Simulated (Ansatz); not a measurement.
Turn this script for Ansatz 0.2.0, Python API into the input file that the command-line program reads.

Script `bands_n.py`:
```python
# -*- coding: utf-8 -*-
import warnings

import ansatz as az
import numpy as np

lattice = az.Lattice.of(
    (0.0, 1.553809, 1.553809),
    (1.553809, 0.0, 1.553809),
    (1.553809, 1.553809, 0.0),
)
sites = [
    ("N", (0.0, 0.0, 0.0)),
]
cell = az.Crystal(lattice=lattice)
for symbol, position in sites:
    cell = cell.atom(symbol, position)

path = [
    ("K", (0.375, 0.375, 0.75)),
    ("G", (0.0, 0.0, 0.0)),
    ("L", (0.5, 0.5, 0.5)),
    ("W", (0.5, 0.25, 0.75)),
    ("X", (0.5, 0.0, 0.5)),
]
calculation = (
    cell.calculation()
    .kpoints(length=12)
    .scf(extra_bands=2)
    .basis(380)
    .functional("PBEsol")
    .occupations("cold", width=0.3)
    .band_structure([point for _, point in path], intervals=6)
    .scf(extra_bands=8)
    .band_table()
)
with warnings.catch_warnings(record=True) as caught:
    warnings.simplefilter("always")
    out = calculation.run(threads=1)
print("warnings raised:", sorted(w.category.__name__ for w in caught) or "none")
rep = out.report

for key in ("converged", "n_iterations", "n_electrons", "n_kpoints", "n_pw", "n_symmetry_ops", "free_energy_ev", "fermi_energy_ev"):
    print(f"{key:18s} {rep[key]}")

print("band  energy (eV)  occupation, at k =", rep["kpoints_frac"][0])
for band, (e, occ) in enumerate(zip(rep["eigenvalues_ev"][0], rep["occupations"][0]), start=1):
    print(f"{band:4d} {e:12.4f} {occ:9.4f}")

bands = out.band_structure()
fermi = bands.fermi_energy_ev
print(f"zero of the bands: {fermi:.3f} eV, the Fermi level found on the SCF mesh")
for spin, channel in enumerate(bands.channels):
    levels = channel.eigenvalues_ev - fermi
    crossing = [b for b in range(levels.shape[1]) if levels[:, b].min() < 0 < levels[:, b].max()]
    print(f"channel {spin}: bands that cross the Fermi level on this path:", [b + 1 for b in crossing] or "none")
    shown = crossing or sorted(np.argsort(np.abs(levels).min(axis=0))[:2])
    for k, row in zip(bands.kpoints_frac, levels[:, shown]):
        print(f"{k[0]:7.3f} {k[1]:7.3f} {k[2]:7.3f}  ", " ".join(f"{e:8.3f}" for e in row))
```

```console
$ python bands_n.py
warnings raised: ['DeckWarning', 'PlacementWarning']
converged          True
n_iterations       6
n_electrons        5.0
n_kpoints          20
n_pw               137
n_symmetry_ops     48
free_energy_ev     -374.1285165552865
fermi_energy_ev    8.181070681646053
band  energy (eV)  occupation, at k = [0.0, 0.0, 0.0]
   1     -11.8793    2.0000
   2      12.4305    0.0000
   3      12.4305    0.0000
   4      12.4305    0.0000
   5      31.7726    0.0000
   6      40.0865    0.0000
   7      40.0865    0.0000
   8      40.0865    0.0000
   9      44.6120    0.0000
  10      52.6318    0.0000
  11      52.6318    0.0000
zero of the bands: 8.181 eV, the Fermi level found on the SCF mesh
channel 0: bands that cross the Fermi level on this path: [2, 3, 4]
  0.375   0.375   0.750     -5.231   -3.575    1.142
  0.312   0.312   0.625     -4.403   -3.548    2.038
  0.250   0.250   0.500     -3.237   -1.435    2.966
  0.188   0.188   0.375     -1.118    0.786    3.679
  0.125   0.125   0.250      1.308    2.680    4.084
  0.062   0.062   0.125      3.395    3.869    4.231
  0.000   0.000   0.000      4.249    4.249    4.249
  0.083   0.083   0.083      3.581    4.165    4.165
  0.167   0.167   0.167      1.707    3.925    3.925
  0.250   0.250   0.250     -0.955    3.617    3.617
  0.333   0.333   0.333     -3.931    3.325    3.325
  0.417   0.417   0.417     -6.702    3.136    3.136
  0.500   0.500   0.500     -8.149    3.066    3.066
  0.500   0.458   0.542     -7.987    2.571    2.925
  0.500   0.417   0.583     -7.505    1.308    2.491
  0.500   0.375   0.625     -6.726   -0.350    1.722
  0.500   0.333   0.667     -5.705   -2.028    0.640
  0.500   0.292   0.708     -4.578   -3.367   -0.570
  0.500   0.250   0.750     -3.911   -3.911   -1.278
  0.500   0.208   0.708     -4.708   -3.028   -1.179
  0.500   0.167   0.667     -5.392   -2.110   -0.917
  0.500   0.125   0.625     -5.936   -1.216   -0.534
  0.500   0.083   0.583     -6.336   -0.443   -0.136
  0.500   0.042   0.542     -6.578    0.094    0.171
  0.500   0.000   0.500     -6.659    0.288    0.288
```

`input.yaml`:
```yaml
crystal:
  lattice:
    - [0.0, 1.553809, 1.553809]
    - [1.553809, 0.0, 1.553809]
    - [1.553809, 1.553809, 0.0]
  atoms:
    - { symbol: "N", position: [0.0, 0.0, 0.0] }
basis:
  ecutwfc: 380.0
kpoints:
  mp_grid: { grid: [7, 7, 7] }
  band_path:
    path:
      - [0.375, 0.375, 0.75]
      - [0.0, 0.0, 0.0]
      - [0.5, 0.5, 0.5]
      - [0.5, 0.25, 0.75]
      - [0.5, 0.0, 0.5]
    npoints: 6
hamiltonian:
  xc: pbesol
scf:
  n_extra_bands: 8
  occupations: { method: cold, width: 0.3 }
output:
  eigenvalues: true
```

Launched from the shell:
```console
$ ansatz run input.yaml --threads 1 --pin off --max-ram 3072MiB --backend cpu --events-out ev --progress --plain --runs-dir out
Warning: basis.ecutwfc = 380 eV is below the records' recommended 420 eV, and the density's cutoff is lower with it unless basis.ecutrho_ratio is high enough to keep the records' density cutoff: compare with a run at a higher cutoff
scf.n_extra_bands = 8 over 3 filled bands (N_el = 5.0): the run solves 11 bands
Engine: ansatz 0.2.0, x86_64-unknown-linux-gnu
Pseudopotentials: kind: paw
Pseudopotential: N, paw, valence charge 5, recommended cutoff 420 eV (normal), N.paw.azcp
Functional definition: PBEsol
  exchange = pbesol_x
  correlation = pbesol_c
Crystal: 1 atoms, lattice volume = 7.503 Å³
Basis set: ecut = 380 eV, 137 PW (Γ)
Bands: 11, of which v1, the nominal top of the filled ones, is band 3 counted from 1 (2 counted from 0)
Symmetry: 48 space group operations
Space group: Fm-3m (ITA 225), of the structure as read, at distance tolerance 2.0e-5 Å
k-points: 20 of 343
Non-local potential: N, projectors of the file, l = 0: 2, l = 1: 2, l = 2: 1
PAW form: soft (Blöchl's): semilocal exchange-correlation on the pseudo side does not see the compensation charge
PAW frozen core: N, regenerated for the run's functional, and the local potential with it (the file was generated under x = pbe(κ = 0.804, μ = 0.2195149727645171), c = pbe(β = 0.06672455060314922))
PAW one-centre angular grid: N, 110 points (default); XC on 64 Gauss nodes
Initial density: superposition of atomic densities (neutral atoms: chi_scale 0, normalization atom), corrected by the library's trained network
Initial wavefunctions: pseudopotential atomic-orbital guess
Functional: x = pbesol(κ = 0.804, μ = 0.12345679012345678), c = pbesol(β = 0.046)
SCF iter   1: F=—  HF=-374.131605 eV  |F-HF|=—  |Δ(HF+E_count)|=         —  Δρ=1.12e-2  dr2=5.74e-3  ethr=1.77e-3  ⟨swp⟩=5.1  Hψ=1221  notcnv=0
preconditioner: auto → none  [metal: Δε(μ)=0.042 eV  Ē_g=36.892 eV  σ=0.300 eV  W_gap=0.09  n_scr=0 (ndim 8)  ℏωp=30.3 eV  f_vac=0.000  D(μ)=1.14/eV (n_scr^D=14)]
SCF iter   2: F=—  HF=-374.128765 eV  |F-HF|=—  |Δ(HF+E_count)|=   2.84e-3  S|Δr|=    0.00e0  Δρ=3.95e-3  dr2=7.32e-4  ethr=1.15e-4  ⟨swp⟩=1.0  Hψ=380  notcnv=0  defer=1
SCF iter   3: F=—  HF=-374.128525 eV  |F-HF|=—  |Δ(HF+E_count)|=   2.40e-4  S|Δr|=    0.00e0  Δρ=7.96e-4  dr2=2.20e-5  ethr=1.46e-5  ⟨swp⟩=2.0  Hψ=212  notcnv=0  defer=1
SCF iter   4: F=—  HF=-374.128519 eV  |F-HF|=—  |Δ(HF+E_count)|=   6.37e-6  S|Δr|=    0.00e0  Δρ=3.37e-4  dr2=5.44e-6  ethr=4.41e-7  ⟨swp⟩=2.3  Hψ=210  notcnv=0  defer=1
SCF iter   5: F=—  HF=-374.128517 eV  |F-HF|=—  |Δ(HF+E_count)|=   1.85e-6  S|Δr|=    0.00e0  Δρ=1.35e-4  dr2=8.71e-7  ethr=1.09e-7  ⟨swp⟩=1.0  Hψ=169  notcnv=0  defer=1
SCF iter   6: F=-374.128517 eV  HF=-374.128517 eV  |F-HF|=1.71e-8  |Δ(HF+E_count)|=   3.53e-7  S|Δr|=    0.00e0  Δρ=2.35e-5  dr2=2.64e-8  ethr=2.00e-9  ⟨swp⟩=4.3  Hψ=866  notcnv=0
SCF 1 converged in 6 iterations: F = -374.128517 eV  dr2 = 2.64e-8
  greatest PAW one-centre occupation: 0.881 electrons in one spin orbital (limit 2), on the N atom at site 0 (counted from 0), in its partial waves of l = 0
NSCF: frozen V_eff on 25 k-points
SCF converged after 6 iterations
Stability not checked: this state was not tested for a lower state beside it, because cold or Methfessel-Paxton smearing, or corrected tetrahedra, fill the levels in a way that the test cannot read (fill_not_monotonic; see scf.lower_state_search)
Free energy (F): -374.128517 eV
Harris-Foulkes:  -374.128517 eV  (|F-HF|=1.71e-8)
Internal energy: -374.117676 eV  (E = F + TS)
E sigma→0 (E₀):  -374.124903 eV
Entropy (-TS):   -0.010840 eV (-10.840 meV/atom)
Fermi energy:    8.181071 eV
--- Per-component energies (eV) ---
  E_band       = 3.510261
  E_kinetic    = 118.302773
  E_local      = -121.796945  (includes V_loc(G=0)·N_el)
  E_nonlocal   = 47.744505
  E_hartree    = 24.058342
  E_xc         = -56.986615
  E_vxc        = -72.624897  (∫ρ·V_xc dr)
  E_paw        = -119.909223  (= ΣΔE_a)
  E_vpaw       = -16.233457  (= ΣTr[D̂ρ^β])
  E_aug_tail   = 0.000043  (compensation charges beyond the density's cutoff)
  E_ewald      = -265.558655
  E_core_change = 0.028099  (= ΣΔE_core)
  E_smearing   = -0.010840  (= −TS)
  E_closure    = -0.000000  (closes the sum)
  Σ components = -374.128517   (vs F -374.128517, Δ=0.00e0)
--- Band table (eV; the first three rows and the last of 20) ---
  k-point 0: bands = ["-11.8793", "12.4305", "12.4305", "12.4305", "31.7726", "40.0865", "40.0865", "40.0865", "44.6120", "52.6318", "52.6318"]
  k-point 1: bands = ["-11.1319", "10.5262", "12.1853", "12.1853", "32.3033", "35.8917", "40.7370", "40.7370", "47.9512", "47.9512", "48.3513"]
  k-point 2: bands = ["-8.9627", "5.9608", "11.6628", "11.6628", "31.6805", "34.5064", "39.5918", "39.5918", "45.5735", "49.4294", "49.4294"]
  k-point 19: bands = ["-2.3767", "3.8034", "4.2521", "8.1499", "27.0362", "33.3914", "36.1241", "42.9275", "52.1251", "54.2815", "66.9075"]
```

What to keep in mind:
- The settings weren't tested for convergence.
- The cutoff lies under the one recommended for these potentials.
- For a metal this mesh is far too coarse, so the numbers only illustrate the procedure.
- An absolute Fermi energy rests on an arbitrary zero of the periodic potential and has no direct meaning.
- No spin polarisation was allowed.
- This isn't the structure that N takes at ambient conditions.
- Levels are Kohn-Sham eigenvalues on this mesh.
- Hardware and time: 0.6 s on 1 thread of Intel(R) Xeon(R) 6975P-C (Granite Rapids), with other jobs on the host, peak memory 0.35 GiB.

(A comment or docstring line of the script was reworded after the run, the code is as it ran; lines on the test bed's own set-up are left out of the output.)
